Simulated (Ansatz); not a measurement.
Runs of Ansatz 0.2.0 on Ge. It takes space group Fd-3m (No. 227, cubic). Conventional cell: a = 5.658 Å, b = 5.658 Å, c = 5.658 Å, α = 90.00°, β = 90.00°, γ = 90.00°. Around Ge (site symmetry -43m) lie 4 Ge at 2.45 Å. 

| task | level | cell | k mesh | cutoff (eV) | smearing | atoms under strain | points for each segment of the path | q mesh | gap on the mesh (eV) | pressure (GPa) | relaxed volume (Å³/atom) |
| --- | --- | --- | --- | --- | --- | --- | --- | --- | --- | --- | --- |
| single point | RPBE | as given | 8 × 8 × 8 | 420 | gaussian 0.1 eV | - | - | - | (a) | 5.4 | - |
| relaxation of cell and atoms | BLYP | relaxed | 8 × 8 × 8 | 420 | fermi-dirac 0.05 eV | - | - | - | - | 0.0 | (b) |
| elastic constants | PBEsol | as given | 6 × 6 × 6 | 420 | fermi-dirac 0.05 eV | relaxed | - | - | none | 0.7 | - |
| band structure | r2SCAN | as given | 8 × 8 × 8 | 500 | fermi-dirac 0.05 eV | - | 14 | - | 0.44 | 0.6 | - |
| phonons | PBEsol | as given | 6 × 6 × 6 | 420 | fermi-dirac 0.05 eV | - | 8 | 2 × 2 × 2 | none | - | - |
| band structure | BLYP | as given | 8 × 8 × 8 | 420 | fermi-dirac 0.05 eV | - | 14 | - | none | 7.3 | - |
| atomic charges | r2SCAN | as given | 8 × 8 × 8 | 500 | gaussian 0.05 eV | - | - | - | 0.44 | 0.6 | - |
| relaxation of cell and atoms | revPBE | relaxed | 8 × 8 × 8 | 420 | fermi-dirac 0.05 eV | - | - | - | - | 0.0 | 24.40 |
| band structure | LDA | as given | 8 × 8 × 8 | 420 | fermi-dirac 0.05 eV | - | 14 | - | none | -1.3 | - |

Alike in all rows: potentials or basis Ansatz PAW; no spin polarisation.

Problem. Estimate the missing entries.

Solution. (a) 0.14; (b) 25.45.

Caveats: the PAW data sets come from PBE, with cores solved anew for the run's functional, which leaves a small shift of forces and pressure; this crystal is a semiconductor, whose small gap the functional closes, so the metal is an error of the method (some runs); the plane-wave basis is chosen anew once the cell has moved, so the energies of steps on either side of that aren't comparable (some runs); the volume moved by +12 % from the deposited cell, more than functionals usually miss (some runs); elastic constants of metals need much finer meshes, so these are rough (some runs).

A k mesh can miss the band edges, and the runs leave out spin-orbit coupling on Ge.

A gap of «none» marks a metal or a gap under the smearing width.

Runs at the PBE level aren't shown here.
